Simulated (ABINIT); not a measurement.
# Rh (Fm-3m) in ABINIT: further runs, part 2 of 2

ABINIT 10.8.3 (patched build).

### 5 Equation of state, PBE+D2

File run.abi:

```
# Datasets: one volume each
ndtset 7
getwfk -1
scalecart1 3*0.9795861087
scalecart2 3*0.9864848297
scalecart3 3*0.9932883884
scalecart4 3*1.0000000000
scalecart5 3*1.0066227096
scalecart6 3*1.0131594038
scalecart7 3*1.0196128224

# Pseudopotentials
pp_dirpath "./"
pseudos "Rh.GGA_PBE-JTH.xml"

# Structure
acell 3*1.0
rprim
     0.0000000000     3.5864167256     3.5864167256
     3.5864167256     0.0000000000     3.5864167256
     3.5864167256     3.5864167256     0.0000000000
ntypat 1
znucl 45
natom 1
typat 1
xred
     0.0000000000     0.0000000000     0.0000000000

# Plane-wave basis
ecut 16.0
pawecutdg 32.0

# k points
kptopt 1
ngkpt 12 12 12
nshiftk 1
shiftk 0.0 0.0 0.0

# Exchange and correlation
ixc 11
vdw_xc 5

# Bands and occupations
nband 13
occopt 3
tsmear 0.00183747

# SCF cycle
nstep 100
tolvrs 1.0e-9

# Output
iomode 3
prtwf 1
prtden 0
prteig 0
prtebands 0
enunit 1
```

Potentials or basis: JTH PAW PBE v2.0.

The run is started by

```sh
> abinit run.abi > log 2>&1
```

run.abo:

```text
.Version 10.8.3 of ABINIT
 DATASET    1 : space group Fm -3 m (#225); Bravais cF (face-center cubic)
================================================================================
 Values of the parameters that define the memory need for DATASET  1.
     intxc =       0    ionmov =       0      iscf =      17    lmnmax =      18
     lnmax =       6     mgfft =      18  mpssoang =       3    mqgrid =    3001
     natom =       1  nloc_mem =       2    nspden =       1   nspinor =       1
    nsppol =       1      nsym =      48    n1xccc =       1    ntypat =       1
    occopt =       3   xclevel =       2
       mpw =         275          nfft =        5832          nkpt =          72
 PAW method is used; the additional fine FFT grid is defined by:
   mgfftf=        27    nfftf =     19683
================================================================================
================================================================================
[... 71 lines left out ...]
 DATASET    7 : space group Fm -3 m (#225); Bravais cF (face-center cubic)
================================================================================
 Values of the parameters that define the memory need for DATASET  7.
     intxc =       0    ionmov =       0      iscf =      17    lmnmax =      18
     lnmax =       6     mgfft =      20  mpssoang =       3    mqgrid =    3001
     natom =       1  nloc_mem =       2    nspden =       1   nspinor =       1
    nsppol =       1      nsym =      48    n1xccc =       1    ntypat =       1
    occopt =       3   xclevel =       2
       mpw =         310          nfft =        8000          nkpt =          72
 PAW method is used; the additional fine FFT grid is defined by:
   mgfftf=        30    nfftf =     27000
================================================================================
================================================================================

--------------------------------------------------------------------------------
------------- Echo of variables that govern the present computation ------------
--------------------------------------------------------------------------------
 -outvars: echo values of preprocessed input variables --------
            acell      1.0000000000E+00  1.0000000000E+00  1.0000000000E+00 Bohr
              amu      1.02905500E+02
             ecut      1.60000000E+01 Hartree
[... 118 lines left out ...]
         ecut(hartree)=     32.000   => boxcut(ratio)=   2.05805

--- Pseudopotential description ------------------------------------------------
- pspini: atom type   1  psp file is ./Rh.GGA_PBE-JTH.xml
 Pseudopotential format is: paw10
 basis_size (lnmax)=  6 (lmn_size= 18), orbitals=   0   0   1   1   2   2
 Spheres core radius: rc_sph= 2.21251062
 Shapefunction is SIN type: shapef(r)=[sin(pi*r/rshp)/(pi*r/rshp)]**2
 Radius for shape functions =  2.00372819
 Compensation charge density is not taken into account in XC energy/potential

   3.74318991E+02                                ecore*ucvol(ha*bohr**3)
--------------------------------------------------------------------------------

[... 1202 lines left out ...]
-Cartesian components of stress tensor (GPa)         [Pressure= -1.6386E+01 GPa]
- sigma(1 1)=  1.63862564E+01  sigma(3 2)=  0.00000000E+00
- sigma(2 2)=  1.63862564E+01  sigma(3 1)=  0.00000000E+00
- sigma(3 3)=  1.63862564E+01  sigma(2 1)=  0.00000000E+00

== END DATASET(S) ==============================================================
================================================================================

 -outvars: echo values of variables after computation  --------
            acell      1.0000000000E+00  1.0000000000E+00  1.0000000000E+00 Bohr
           etotal1    -1.1144444666E+02
           etotal2    -1.1144516799E+02
           etotal3    -1.1144546423E+02
           etotal4    -1.1144540376E+02
           etotal5    -1.1144503912E+02
           etotal6    -1.1144444039E+02
           etotal7    -1.1144355076E+02
            fcart1    -0.0000000000E+00 -0.0000000000E+00 -0.0000000000E+00
            fcart2    -0.0000000000E+00 -0.0000000000E+00 -0.0000000000E+00
            fcart3    -0.0000000000E+00 -0.0000000000E+00 -0.0000000000E+00
            fcart4    -0.0000000000E+00 -0.0000000000E+00 -0.0000000000E+00
            fcart5    -0.0000000000E+00 -0.0000000000E+00 -0.0000000000E+00
            fcart6    -0.0000000000E+00 -0.0000000000E+00 -0.0000000000E+00
            fcart7    -0.0000000000E+00 -0.0000000000E+00 -0.0000000000E+00
            rprim1     0.0000000000E+00  3.5132040044E+00  3.5132040044E+00
                       3.5132040044E+00  0.0000000000E+00  3.5132040044E+00
                       3.5132040044E+00  3.5132040044E+00  0.0000000000E+00
[... 17 lines left out ...]
                       3.6567564799E+00  3.6567564799E+00  0.0000000000E+00
           strten1    -4.9841335102E-04 -4.9841335102E-04 -4.9841335102E-04
                       0.0000000000E+00  0.0000000000E+00  0.0000000000E+00
           strten2    -2.4937365827E-04 -2.4937365827E-04 -2.4937365827E-04
                       0.0000000000E+00  0.0000000000E+00  0.0000000000E+00
           strten3    -4.0587669767E-05 -4.0587669767E-05 -4.0587669767E-05
                       0.0000000000E+00  0.0000000000E+00  0.0000000000E+00
           strten4     1.3487749486E-04  1.3487749486E-04  1.3487749486E-04
                       0.0000000000E+00  0.0000000000E+00  0.0000000000E+00
           strten5     2.8831009043E-04  2.8831009043E-04  2.8831009043E-04
                       0.0000000000E+00  0.0000000000E+00  0.0000000000E+00
           strten6     4.3321055201E-04  4.3321055201E-04  4.3321055201E-04
                       0.0000000000E+00  0.0000000000E+00  0.0000000000E+00
           strten7     5.5695753622E-04  5.5695753622E-04  5.5695753622E-04
                       0.0000000000E+00  0.0000000000E+00  0.0000000000E+00
 Calculation completed.
```

Run time: 44 s. Hardware: 1 thread of Arm Neoverse V2, shared host; peak memory 0.12 GiB.

What came out:

| Quantity | Value |
| --- | --- |
| Equilibrium volume | 13.49 Å³/atom |
| Bulk modulus | 266 GPa |
| Pressure derivative of the bulk modulus | 5.8 (rough: it moves with the points fitted) |

Energy against volume, from the lowest point:
```
volume (Å³/atom)  energy (meV/atom)
          12.851              27.69
          13.125               8.06
          13.398               0.00
          13.671               1.65
          13.945              11.57
          14.218              27.86
          14.492              52.07
```

Caveat: pressures at fixed basis lie under the slope of the energies.

### 6 For comparison

An earlier run on the cell as given: functional PBE; potentials or basis JTH PAW PBE v2.0; cutoff 435 eV; k mesh 12 × 12 × 12; occupations fermi-dirac, width 0.05 eV; no spin polarisation.

- Pressure: 6.8 GPa
- Band gap on the k mesh: none (metal or under the smearing width)
- Valence electrons inside the program's atomic spheres: Rh 14.88 (radii [1.1708] Å)

### 7 Summary

```csv
task,level,potentials or basis,cutoff (eV),fine-grid cutoff,gap on the mesh (eV),pressure (GPa),V0 of scaled cells (Å³/atom),B0 (GPa)
band structure,SOGGA,JTH PAW PBE v2.0,544,1088.46 eV,none,-6.5,-,-
equation of state,SOGGA,JTH PAW PBE v2.0,544,1088.46 eV,-,-,13.37,307
band structure,LDA,PseudoDojo NC SR LDA v0.4 stringent,1197,-,none,-9.6,-,-
equation of state,PBE+D2,JTH PAW PBE v2.0,435,870.764 eV,-,-,13.49,266
single point,PBE,JTH PAW PBE v2.0,435,870.764 eV,none,6.8,-,-
```

Alike in all rows: no spin polarisation; cell as given; k mesh 12 × 12 × 12; smearing fermi-dirac 0.05 eV.

Caveats: the PAW data sets were made with another functional, which shifts forces and pressure a little (some runs); pressures at fixed basis lie under the slope of the energies (some runs).

Absolute energies hang on the potentials; compare differences alone.

### 8 Comparison with measurements

Step 3. Measured bulk modulus of Rh: 264 GPa (quoted in “Thermal equation of state of rhodium characterized by XRD in a resistively heated diamond anvil cell”, 2024, pmc:11535440). This calculation gives 307 GPa (+16.2 %). The fit is for a static lattice scaled at fixed shape and fixed fractional positions.

Step 5. Against the measured bulk modulus of Rh, 264 GPa (quoted in “Thermal equation of state of rhodium characterized by XRD in a resistively heated diamond anvil cell”, 2024, pmc:11535440), the calculated 266 GPa is off by +0.7 %. The fit is for a static lattice scaled at fixed shape and fixed fractional positions.
